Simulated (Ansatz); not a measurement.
## TiNi under changes of volume

One of the cells (13.279 Å³/atom); the others are scaled copies at fixed shape and fractional positions:

```xyz
4
Lattice="3.8219 0.0000 0.0000 0.0000 3.8219 0.0000 0.0000 0.0000 3.6362" Properties=species:S:1:pos:R:3 pbc="T T T"
Ni    0.0000    0.0000    0.0000
Ni    1.9110    1.9110    0.0000
Ti    1.9110    0.0000    1.8879
Ti    0.0000    1.9110    1.7483
```

The cell comes from a database or a generator and needn't be the stable form of this composition.

```yaml
Program: Ansatz 0.2.0
Functional: PBEsol
Potentials_or_basis: Ansatz PAW
Cutoff: "420 eV (not typed: the program's choice for these potentials)"
k_mesh: 7 × 7 × 7
Occupations: fermi-dirac, width 0.05 eV
Spin: collinear spin, ferromagnetic start
Starting_moments: "[1.0, 1.0, 1.0, 1.0] μB"
```

```tsv
volume (Å³/atom)	energy over the lowest point (meV/atom)	pressure (GPa)	largest force (eV/Å)
12.482	5.78	5.6	0.168
12.748	0.00	1.6	0.143
13.013	?	?	?
13.279	6.47	-5.1	0.100
13.545	17.52	-8.0	0.080
13.810	33.07	-10.6	0.063
14.076	52.66	-12.9	0.046
```

Task: What does the run at 13.013 Å³/atom give?

Result: Energy over the lowest point 0.44 meV/atom; pressure -2.0 GPa; largest force 0.121 eV/Å.

Worked out: A Birch-Murnaghan fit of order 3 (a polynomial in V^(-2/3)) to the other rows has its minimum at 12.86 Å³/atom with B0 = V·E''(V) = 174 GPa and B' = 4.2 at fixed shape and positions, which overstates the stiffness. It gives 0.44 meV/atom at 13.013 Å³/atom, against the run's 0.44, and -dE/dV = -2.0 GPa, against -2.0.

Energies are extrapolated to zero smearing.

Caveats: the PAW data sets come from PBE, with cores solved anew for the run's functional, which leaves a small shift of forces and pressure; the starting moments weren't kept.
